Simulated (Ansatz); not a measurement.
**Al3Cu2: how the free axis answers a strain**

Al3Cu2, P-3m1, a = 4.102 Å, c = 4.990 Å. The structure is a Materials Project entry; whether it is the stable form wasn't checked. Ansatz: r2SCAN, PAW, 500 eV, Γ-centred 12×12×8 mesh on 5 atoms, Gaussian smearing 0.10 eV; no spin polarisation. Series: biaxial strain in the a-b plane, c and atoms relaxed; x is the strain in per cent. y is the change of c in per cent of 4.990 Å.

```
x (%) y (%)
 -3.0   1.42
 -2.0   0.80
 -1.0   0.34
  0.0   0.00
  1.0  -0.33
  2.0  -0.69
  3.0      ?
```

**Question.** Fit y = c1 x + c2 x² to the other rows, say what c1 measures, and predict the missing y.

**Answer.** Least squares on the rows shown. y = −0.3794 x + 0.02596 x². With no stress along c, c1 = −2C13/C33 = -0.379. With a term in x³ added, the coefficient of x becomes -0.3231, 15 % less, which shows how far this figure hangs on the form. At x = 3.0 the fit asked for gives -0.90 %. The run gave -1.03 %, so the fit is 0.13 % too high, 5.3 % of the span of the series, against an rms of 0.05 % on the fitted rows. The row lies outside the fitted range. With a term in x³ added, a fit to the same known rows predicts -1.18 %, which misses by about as much or more on the other side: the known rows don't fix the higher terms.